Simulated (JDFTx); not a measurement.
Crystal: HfO2.

```
Hf O
1.0
     0.00000    2.55750    2.55750
     2.55750    0.00000    2.55750
     2.55750    2.55750    0.00000
Hf O
1 2
Cartesian
  0.0000 0.0000 0.0000
  3.8363 3.8363 3.8363
  1.2788 1.2788 1.2788
```

Measurements of this composition are mostly on another form, of space group No. 14.

| Quantity | Value |
| --- | --- |
| Program | JDFTx 1.7.0 (patched build) |
| Task | relaxation of cell and atoms |
| Functional | r2SCAN |
| Potentials or basis | SG15-PBE-1.2 |
| Cutoff | 1088 eV |
| Density cutoff | 8708 eV |
| k mesh | 4 × 4 × 4 |
| Occupations | fermi-dirac, width 0.05 eV |
| Spin | no spin polarisation |

At the start: pressure -15.4 GPa; volume 11.15 Å³/atom.

Task: How do energy, volume and symmetry change on relaxing?

Result: Over 6 steps the energy falls by 33.2 meV/atom and the volume is 10.49 Å³/atom (-5.9 %); space group Fm-3m (No. 225, to 0.05 Å).

Step by step:
```
step  energy change (eV)  largest force (eV/Å)  pressure (GPa)  volume (Å³)
   1              0.0000                0.0000          -15.43        33.46
   2             -0.0286                0.0000          -13.23        33.14
   3             -0.0996                0.0000            0.57        31.42
   4             -0.0997                0.0000           -0.01        31.48
   5             -0.0997                0.0000            0.01        31.48
   6             -0.0997                0.0000            0.00        31.48
```

Final structure:
```
Hf O
1.0
     0.00000    2.50625    2.50625
     2.50625    0.00000    2.50625
     2.50625    2.50625    0.00000
Hf O
1 2
Cartesian
  0.0000 0.0000 0.0000
  3.7594 3.7594 3.7594
  1.2531 1.2531 1.2531
```

Caveat: the k mesh is coarse (spacing up to 0.53 Å⁻¹), so the values aren't converged; meta-GGA forces are noisy on this grid; the cutoff is short for these files and lowers the pressure by up to 1 GPa; the potentials were made for another functional, which shifts forces and pressure.
